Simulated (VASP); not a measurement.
Here is a VASP 6.6.1 calculation.

File INCAR:

```
  PREC = Accurate
  ENCUT = 520
  EDIFF = 1E-6
  ISMEAR = 0
  SIGMA = 0.1
  LREAL = False
  LASPH = True
  NELM = 100
  ALGO = Fast
  ISIF = 2
  LWAVE = False
  LCHARG = False
  GGA = PE
  NBANDS = 29
```

Contents of KPOINTS:

```
regular mesh
0
Gamma
  12 12 12
```

POSCAR

```
TiPt3
1.0
    3.9330862200      0.0000000000      0.0000000000
    0.0000000000      3.9330862200      0.0000000000
    0.0000000000      0.0000000000      3.9330862200
Ti Pt
1 3
Direct
    0.0000000000      0.0000000000      0.0000000000
    0.0000000000      0.5000000000      0.5000000000
    0.5000000000      0.0000000000      0.5000000000
    0.5000000000      0.5000000000      0.0000000000
```

Potentials or basis: VASP PAW PBE potentials, release 64 (Ti_sv, Pt).

Command:

```console
$ cat potpaw_PBE.64/Ti_sv/POTCAR potpaw_PBE.64/Pt/POTCAR > POTCAR
$ mpirun -np 1 vasp_std > vasp.out
```

Predict the band gap on the k mesh.

none (metal or under the smearing width).

Estimate the pressure.

2.4 GPa.

The run has no spin-orbit coupling, so splittings on Pt are missing.
